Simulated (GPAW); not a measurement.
# TiO2 (P4_2/mnm) in GPAW: equation of state

How stiff is TiO2 in PBEsol, and what volume does it want? The cell is scaled to several volumes.

All numbers are computed with GPAW 26.7.0; they aren't measurements. Logs are shortened: lines on timing, memory, paths and dates and some standing lists are left out, and cuts for length are marked. The log counts tension as positive stress, the text compression.

### Step 1. The crystal as given

It takes space group P4_2/mnm (No. 136, tetragonal). The conventional cell has a = 4.600 Å, b = 4.600 Å, c = 2.959 Å, α = 90.00°, β = 90.00°, γ = 90.00°. Ti (site symmetry mmm) is surrounded by 6 O at 1.95 to 1.98 Å. O (site symmetry m2m) has 3 Ti at 1.95 to 1.98 Å as nearest neighbours.

The cell is a database's computed one.

### Step 2. Equation of state, PBEsol

The input, run.py:

```python
from ase import Atoms
from ase.eos import EquationOfState
from ase.io import Trajectory
from ase.units import GPa
from ase.parallel import parprint
from gpaw import GPAW, PW, setup_paths

setup_paths.insert(0, '.')

atoms = Atoms(['Ti', 'Ti', 'O', 'O', 'O', 'O'],
              cell=[[4.5998373239, 0.0, 0.0],
                    [0.0, 4.5998373239, 0.0],
                    [0.0, 0.0, 2.95921356]],
              scaled_positions=[[0.0, 0.0, 0.5],
                                [0.5, 0.5, 0.0],
                                [0.30432132, 0.30432132, 0.5],
                                [0.19567868, 0.80432132, 0.0],
                                [0.80432132, 0.19567868, 0.0],
                                [0.69567868, 0.69567868, 0.5]],
              pbc=True)

traj = Trajectory('eos.traj', 'w')
volumes, energies = [], []
for x in [0.94, 0.96, 0.98, 1.0, 1.02, 1.04, 1.06]:
    a = atoms.copy()
    a.set_cell(atoms.cell * x**(1 / 3), scale_atoms=True)
    calc = GPAW(mode=PW(800),
                xc='PBEsol',
                kpts={'size': (6, 6, 9), 'gamma': True},
                occupations={'name': 'fermi-dirac', 'width': 0.05},
                nbands=43,
                convergence={'density': 1e-05, 'energy': 1e-05},
                maxiter=150,
                txt=f'eos-{x:.2f}.txt')
    a.calc = calc
    energies.append(a.get_potential_energy(force_consistent=True))
    volumes.append(a.get_volume())
    p = -a.get_stress()[:3].mean() / GPa
    calc.write(f'eos-{x:.2f}.gpw')
    traj.write(a)
    parprint(f'{x:.2f} {volumes[-1]:10.4f} A^3 {energies[-1]:14.6f} eV {p:9.3f} GPa', flush=True)

v0, e0, B = EquationOfState(volumes, energies, eos='birchmurnaghan').fit()
parprint(f'V0 = {v0:.4f} A^3, E0 = {e0:.6f} eV, B0 = {B / GPa:.2f} GPa')
```

Potentials or basis: PAW data sets generated in the run's folder for this functional, pw.

Started as:

```bash
$ gpaw-setup -f PBEsol O Ti
$ OMP_NUM_THREADS=1 mpirun -n 4 gpaw python run.py
```

What it wrote:

```text
__  _  _
 | _ |_)|_||  |
 |__||  | ||/\| - 26.7.0

Input parameters:
  mode=PW(ecut=800.0),
  convergence={'density': 1e-05, 'energy': 1e-05},
  kpts=MonkhorstPack(size=(6, 6, 9), gamma=True),
  maxiter=150,
  nbands=43,
  occupations=Occupations(name='fermi-dirac', width=0.05),
  xc=XC(name='PBEsol')

Diagonalizing LCAO Hamiltonian
Converting LCAO to pw mode
    .----------.
   /|          |
  / |          |
 *  |      O   |
 |  .O---------.
 Ti/  O       /
 |/     TiO  /
 *----------*

Atoms  # Å, Bohr magnetons
|   | symbol |        x |        y |        z |    initial magnetic moments |
|---|--------|----------|----------|----------|-----------------------------|
| 0 |     Ti | 0.000000 | 0.000000 | 1.449402 | ( 0.0000,  0.0000,  0.0000) |
| 1 |     Ti | 2.252968 | 2.252968 | 0.000000 | ( 0.0000,  0.0000,  0.0000) |
| 2 |      O | 1.371253 | 1.371253 | 1.449402 | ( 0.0000,  0.0000,  0.0000) |
| 3 |      O | 0.881716 | 3.624221 | 0.000000 | ( 0.0000,  0.0000,  0.0000) |
| 4 |      O | 3.624221 | 0.881716 | 0.000000 | ( 0.0000,  0.0000,  0.0000) |
| 5 |      O | 3.134684 | 3.134684 | 1.449402 | ( 0.0000,  0.0000,  0.0000) |

Unit cell  # Å
| periodic |        x |        y |        z |  lengths |    angles |
|----------|----------|----------|----------|----------|-----------|
|      yes | 4.505937 | 0.000000 | 0.000000 | 4.505937 | 90.000000 |
|      yes | 0.000000 | 4.505937 | 0.000000 | 4.505937 | 90.000000 |
|      yes | 0.000000 | 0.000000 | 2.898804 | 2.898804 | 90.000000 |

Number of symmetries: 8
Symmetry operations  # r_c * U_cc + t_c -> r_c
|   | kind |            matrix            |
|---|------|------------------------------|
| 0 |  E   |  1, 0, 0,  0, 1, 0,  0, 0, 1 |
| 1 |  σ   |  1, 0, 0,  0, 1, 0,  0, 0,-1 |
| 2 |  σ   |  0, 1, 0,  1, 0, 0,  0, 0, 1 |
| 3 |  C2  |  0, 1, 0,  1, 0, 0,  0, 0,-1 |
| 4 |  σ   |  0,-1, 0, -1, 0, 0,  0, 0, 1 |
| 5 |  C2  |  0,-1, 0, -1, 0, 0,  0, 0,-1 |
| 6 |  C2  | -1, 0, 0,  0,-1, 0,  0, 0, 1 |
| 7 |  i   | -1, 0, 0,  0,-1, 0,  0, 0,-1 |

BZ-sampling:
  Number of BZ points: 324
  Number of IBZ points: 65

  Monkhorst-Pack size: [6, 6, 9]
  Monkhorst-Pack shift: [0.08333333333333333, 0.08333333333333333, 0.0]

K-points  # in reciprocal-cell coordinates
|     |                                coordinates |     weight |
|-----|--------------------------------------------|------------|
|   0 | (  0.00000000,   0.00000000,   0.00000000) | 0.00308642 |
|   1 | (  0.00000000,   0.00000000,   0.11111111) | 0.00617284 |
|   2 | (  0.00000000,   0.00000000,   0.22222222) | 0.00617284 |
|   3 | (  0.00000000,   0.00000000,   0.33333333) | 0.00617284 |
|   4 | (  0.00000000,   0.00000000,   0.44444444) | 0.00617284 |
|   5 | (  0.16666667,  -0.16666667,   0.00000000) | 0.00617284 |
|   6 | (  0.16666667,  -0.16666667,   0.11111111) | 0.01234568 |
|   7 | (  0.16666667,  -0.16666667,   0.22222222) | 0.01234568 |
|   8 | (  0.16666667,  -0.16666667,   0.33333333) | 0.01234568 |
|   9 | (  0.16666667,  -0.16666667,   0.44444444) | 0.01234568 |
| ... |                                            |            |
|  64 | (  0.50000000,   0.50000000,   0.44444444) | 0.00617284 |

Plane wave coefficients: 3043
Cutoff: 800.0 eV

Spin-components: 1 (collinear spins)
Bands:           43
Projectors:      32
Spin-degeneracy: 2
Datatype:        complex128

Parallelization:
  kpt:    4
  domain: 1
  band:   1

Density:
  Valence electrons: 48.0
  Components: 1
  Grid points: [30 30 20]
  Charge: 0.0  # |e|

Potential:
  Grid points: [30 30 20]

species:
  Ti:
    name:    Titanium
    Z:       22.0
    valence: 12
    core:    10
    charge:  0.0  # [|e|]
    compensation charges:
      type: gauss
      rc: 0.38  # [Å]
      lmax: 2
    cutoffs:
      filter: 2.23  # [Å]
      core: 1.02  # [Å]
    projectors
    | kind |    occ | energy [eV] | rcut [Å] |
    |------|--------|-------------|----------|
    |   3s |  2.000 |     -62.441 |    1.270 |
    |   4s |  2.000 |      -4.477 |    1.270 |
    |   3p |  6.000 |     -38.776 |    1.058 |
    |   4p |  0.000 |      -1.449 |    1.058 |
    |   3d |  2.000 |      -4.275 |    1.058 |
    |    d |        |      22.937 |    1.058 |

    Using partial waves for Ti as LCAO basis

  O:
    name:    Oxygen
    Z:       8.0
    valence: 6
    core:    2
    charge:  0.0  # [|e|]
    compensation charges:
      type: gauss
      rc: 0.21  # [Å]
      lmax: 2
    cutoffs:
      filter: 1.17  # [Å]
      core: 0.83  # [Å]
    projectors
    | kind |    occ | energy [eV] | rcut [Å] |
    |------|--------|-------------|----------|
    |   2s |  2.000 |     -23.808 |    0.688 |
    |   2p |  4.000 |      -8.972 |    0.598 |
    |    s |        |       3.404 |    0.688 |
    |    p |        |      18.239 |    0.598 |
    |    d |        |       0.000 |    0.619 |

    Using partial waves for O as LCAO basis

Reference energy: -54531.363041  # eV

eigensolver:
  PPCG
  Converge bands: occupied
  niter=2

density mixing:
  MSR1-Mixer
  Pratt-step length: 0.05
  Maximum mixing coefficient: 0.75
  Old densities: 10
  SVD Regularization: 0.005
  Good broyden scale: 1.0
  Trust region scale: 1.0
  Backstep threshold: 4.0
  History deletion threshold: 6.0
  Fourier metric: weight=20.0, sigma=0.015

occupation numbers:
  Fermi-Dirac:
    width: 0.0500  # eV

poisson solver:
  ecut: 6400.0  # eV

xc functional:
  name: PBEsol with 2 nearest neighbor stencil

convergence criteria:
- Maximum integral of absolute [dens]ity change: 1e-05 electrons / valence electron
- Maximum [total energy] change in last 3 cyles: 1e-05 eV / valence electron
- Maximum integral of absolute [eigenst]ate change: 4e-08 eV^2 / valence electron
maximum number of iterations: 150

SCF iterations
|iter     | |      energy | eigst |  dens |
|---------|-|-------------|-------|-------|
|iter:   1| |  -63.100002 | +0.06 |       |
|iter:   2| |  -60.344430 | -1.81 | -0.80 |
|iter:   3| |  -54.905814 | -0.67 | -0.87 |
|iter:   4| |  -54.509278 | -1.91 | -1.36 |
|iter:   5| |  -54.482040 | -2.66 | -1.63 |
|iter:   6| |  -54.470027 | -3.47 | -2.05 |
|iter:   7| |  -54.470075 | -4.94 | -3.03 |
|iter:   8| |  -54.470094c| -6.05 | -3.53 |
|iter:   9| |  -54.470085c| -6.72 | -3.79 |
|iter:  10| |  -54.470085c| -7.61c| -4.28 |
|iter:  11| |  -54.470085c| -7.66c| -4.80 |
|iter:  12| |  -54.470085c| -8.40c| -5.19c|

Converged in 12 steps
Energy contributions relative to reference atoms: (reference = -54531.363041)

Energy contributions:
  Kinetic:          74.657971
  Coulomb:         -81.185133
  Zero:              1.249349
  External:          0.000000
  Xc:              -49.192271
  Entropy:          -0.000000
  Spinorbit:         0.000000
  ----------------------------
  Free energy:     -54.470085
  Extrapolated:    -54.470085

dipole moment: (-14.565280, -14.565280, -25.614085)  # |e|*Ang

Fermi level: 7.127
Eigenvalues  # (at kpt = [0.000, 0.000, 0.000])
| band index |      eig [eV] | occ [0-2] |
|------------|---------------|-----------|
|          0 |       -50.179 |     2.000 |
|        ... |               |           |
|         16 |         2.162 |     2.000 |
|         17 |         3.513 |     2.000 |
|         18 |         3.513 |     2.000 |
|         19 |         4.163 |     2.000 |
|         20 |         5.516 |     2.000 |
|         21 |         5.746 |     2.000 |
|         22 |         5.746 |     2.000 |
|         23 |         6.206 |     2.000 |
|         24 |         8.194 |     0.000 |
|         25 |         8.514 |     0.000 |
|         26 |         8.789 |     0.000 |
|         27 |         8.904 |     0.000 |
|         28 |         8.904 |     0.000 |
|         29 |        11.134 |     0.000 |
|         30 |        11.220 |     0.000 |
|         31 |        13.421 |     0.000 |
|        ... |               |           |
|         42 |        26.282 |     0.000 |

Gap: 1.988 eV
Transition (v -> c):
  (s=0, k=0, n=23, [0.00, 0.00, 0.00]) -> (s=0, k=0, n=24, [0.00, 0.00, 0.00])
No difference between direct/indirect transitions

Stress tensor  # eV/Ang^3
|         x |         y |         z |
|-----------|-----------|-----------|
| -0.091082 | -0.000000 |  0.000000 |
| -0.000000 | -0.091082 |  0.000000 |
|  0.000000 |  0.000000 | -0.109350 |

# Writing to eos-0.94.gpw (mode='')
```

It took 5.5 min on 4 MPI ranks of Arm Neoverse V1, shared host; peak memory 0.46 GiB.

Results:

```
Equilibrium volume                        : 10.39 Å³/atom
Bulk modulus at fixed shape and positions : 245 GPa
Pressure derivative of the bulk modulus   : 4.4
```

Energy against volume, from the lowest point:
```csv
volume (Å³/atom),energy (meV/atom)
9.809,27.29
10.018,10.67
10.227,1.81
10.435,0.00
10.644,4.40
10.853,14.43
11.062,29.57
```

Caveat: the cell was scaled at fixed shape and fractional positions, which overstates the stiffness of a crystal with free parameters, most of all of layers and chains.
